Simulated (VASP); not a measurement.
# InP (Fm-3m) in VASP: notebook, part 2 of 2

VASP 6.6.1.

## 3. Single point, PBEsol (strain e2 = +0.02, atoms carried along)

INCAR reads:

```
SYSTEM = InP
  ALGO = Fast
  EDIFF = 1E-6
  ENCUT = 520
  GGA = PS
  ISIF = 2
  ISMEAR = 0
  LASPH = .True.
  LCHARG = .True.
  LELF = .True.
  LREAL = .False.
  LVHAR = .True.
  LWAVE = .False.
  NBANDS = 16
  NELM = 100
  PREC = Accurate
  SIGMA = 0.05
```

KPOINTS reads:

```
k-points
0
Gamma
  10 10 10
  0 0 0
```

POSCAR reads:

```
InP
1.0
    0.0000000000      2.7841327528      2.7295419145
    2.7295419145      0.0000000000      2.7295419145
    2.7295419145      2.7841327528      0.0000000000
In P
1 1
Direct
    0.0000000000      0.0000000000      0.0000000000
    0.5000000000      0.5000000000      0.5000000000
```

Potentials or basis: VASP PAW PBE potentials, release 64 (In_d, P).

Run with:

```sh
$ cat potpaw_PBE.64/In_d/POTCAR potpaw_PBE.64/P/POTCAR > POTCAR
$ mpirun -np 1 vasp_std > vasp.out
```

Wall time 87 s (1 thread of Intel Xeon Platinum 8259CL at 2.50GHz (Skylake/Cascade Lake), shared host); peak memory 0.21 GiB.

It converged, with:

```yaml
Free_energy: -8.7979 eV
Pressure: -1.5 GPa
Band_gap_on_the_k_mesh: none (metal or under the smearing width)
```

Stress tensor (GPa, compression positive):
```
-0.77  0.00  0.00
 0.00 -2.95  0.00
 0.00  0.00 -0.77
```

Levels at points of the mesh, in eV from the Fermi level:
| k point | band 6 | band 7 | band 8 | band 9 | band 10 | band 11 | band 12 | band 13 |
| --- | --- | --- | --- | --- | --- | --- | --- | --- |
| (0.00, 0.00, 0.00) | -12.17 | -0.32 | -0.32 | -0.14 | 0.70 | 7.02 | 7.16 | 7.16 |
| (0.50, 0.00, 0.00) | -9.99 | -6.76 | 0.15 | 0.25 | 2.44 | 3.33 | 3.48 | 5.39 |
| (0.50, 0.50, 0.00) | -8.73 | -5.10 | -2.55 | -2.53 | -2.30 | 3.73 | 9.72 | 10.32 |
| (0.50, 0.00, 0.50) | -8.93 | -5.10 | -2.34 | -2.33 | -2.33 | 3.82 | 10.12 | 10.12 |

Caveat: the PAW data sets were made with another functional, which shifts forces and pressure a little.

## 4. Single point, PBEsol

This run uses another cell than the first one, of 19.93 Å³/atom, 0.848 times its volume.

INCAR reads:

```
SYSTEM = InP
  ALGO = Normal
  EDIFF = 1E-7
  ENCUT = 520
  GGA = PS
  ISIF = 2
  ISMEAR = 0
  LASPH = .TRUE.
  LCHARG = .FALSE.
  LREAL = .FALSE.
  LWAVE = .FALSE.
  NBANDS = 16
  NELM = 80
  PREC = Accurate
  SIGMA = 0.05
```

KPOINTS reads:

```
k-points
0
G
  10 10 10
  0 0 0
```

POSCAR reads:

```
InP
1.0
    0.0000000000      2.7112222893      2.7112222893
    2.7112222893      0.0000000000      2.7112222893
    2.7112222893      2.7112222893      0.0000000000
In P
1 1
Direct
    0.0000000000      0.0000000000      0.0000000000
    0.5000000000      0.5000000000      0.5000000000
```

Potentials or basis: VASP PAW PBE potentials, release 64 (In_d, P).

Run with:

```sh
$ cat potpaw_PBE.64/In_d/POTCAR potpaw_PBE.64/P/POTCAR > POTCAR
$ mpirun -np 1 vasp_std > vasp.out
```

OUTCAR:

```text
SYSTEM = InP
   EDIFF = 1E-7
   ENCUT = 520
   GGA = PS
   ISIF = 2
   ISMEAR = 0
   LASPH = .TRUE.
   LREAL = .FALSE.
   NELM = 80
   PREC = Accurate

 ion  position               nearest neighbor table
   1  0.000  0.000  0.000-   2 2.71   2 2.71   2 2.71   2 2.71   2 2.71   2 2.71
   2  0.500  0.500  0.500-   1 2.71   1 2.71   1 2.71   1 2.71   1 2.71   1 2.71

  LATTYP: Found a face centered cubic cell.
 ALAT       =     5.4224445786

  Lattice vectors:

 A1 = (   0.0000000000,   2.7112222893,   2.7112222893)
 A2 = (   2.7112222893,   0.0000000000,   2.7112222893)
 A3 = (   2.7112222893,   2.7112222893,   0.0000000000)

Analysis of symmetry for initial positions (statically):
=====================================================================
 Subroutine PRICEL returns:
 Original cell was already a primitive cell.

 Routine SETGRP: Setting up the symmetry group for a
 face centered cubic supercell.

 Subroutine GETGRP returns: Found 48 space group operations
 (whereof 48 operations were pure point group operations)
 out of a pool of 48 trial point group operations.

[... 163 lines left out ...]

 E-fermi :   7.6923     XC(G=0): -10.8448

 val. band max:        7.6407225188   @ k =   0.3000   0.0000   0.0000
 cond. band min:       7.7062802760   @ k =   0.5000   0.3000   0.0000
 fundamental gap:      0.0655577572
 Fermi energy:         7.6922696171

 k-point     1 :       0.0000    0.0000    0.0000
  band No.  band energies     occupation
      1      -6.4852      2.00000
      2      -6.4852      2.00000
      3      -6.4588      2.00000
      4      -6.4588      2.00000
      5      -6.4588      2.00000
      6      -4.7998      2.00000
[... 433 lines left out ...]
      3      -6.4504      2.00000
      4      -6.3548      2.00000
      5      -6.3457      2.00000
      6      -2.4394      2.00000
[... 8 lines left out ...]
     15      19.9123      0.00000
     16      21.2842      0.00000

 [... further k-points ...]

------------------------ aborting loop because EDIFF is reached ----------------------------------------

  FORCE on cell =-STRESS in cart. coord.  units (eV):
  Direction    XX          YY          ZZ          XY          YZ          ZX
  --------------------------------------------------------------------------------------
  -------------------------------------------------------------------------------------
  Total        0.4517229      0.4517229      0.4517229      0.0000000     -0.0000000      0.0000000
  in kB       18.1575516     18.1575516     18.1575516      0.0000000     -0.0000000      0.0000000
  external PRESSURE =      18.1575516 kB  Pullay stress =       0.0000000 kB

 VOLUME and BASIS-vectors are now :
 -----------------------------------------------------------------------------
  energy-cutoff  :      520.00
  volume of cell :       39.86
      direct lattice vectors                 reciprocal lattice vectors
     0.000000000  2.711222289  2.711222289    -0.184418667  0.184418667  0.184418667
     2.711222289  0.000000000  2.711222289     0.184418667 -0.184418667  0.184418667
     2.711222289  2.711222289  0.000000000     0.184418667  0.184418667 -0.184418667

 POSITION                                       TOTAL-FORCE (eV/Angst)
 -----------------------------------------------------------------------------------
      0.00000      0.00000      0.00000         0.000000      0.000000      0.000000
      2.71122      2.71122      2.71122         0.000000      0.000000     -0.000000
 -----------------------------------------------------------------------------------
    total drift:                               -0.000000      0.000000      0.000000

  FREE ENERGIE OF THE ION-ELECTRON SYSTEM (eV)
  ---------------------------------------------------
  free  energy   TOTEN  =        -8.8000416913 eV

  energy  without entropy=       -8.7989749061  energy(sigma->0) =       -8.79950830
```

It took 35 s on 1 thread of Intel Xeon Platinum 8259CL at 2.50GHz (Skylake/Cascade Lake), shared host; peak memory 0.18 GiB.

What came out:

- Free energy: -8.8000 eV
- Pressure: 1.8 GPa
- Band gap on the k mesh: none (metal or under the smearing width)

Caveat: the PAW data sets were made with another functional, which shifts forces and pressure a little.

## 5. Overview

```csv
cell,gap on the mesh (eV),pressure (GPa)
"Fm-3m, 23.5 Å³/atom",none,-8.6
"strain e2 = +0.02, atoms carried along",none,-1.5
"Fm-3m, 19.93 Å³/atom",none,1.8
```

Alike in all rows: task single point; level PBEsol; potentials or basis VASP PAW PBE potentials, release 64 (In_d, P); no spin polarisation; k mesh 10 × 10 × 10; cutoff (eV) 520; smearing gaussian 0.05 eV.

Caveats: the PAW data sets were made with another functional, which shifts forces and pressure a little.

Absolute energies hang on the potentials; compare differences alone.
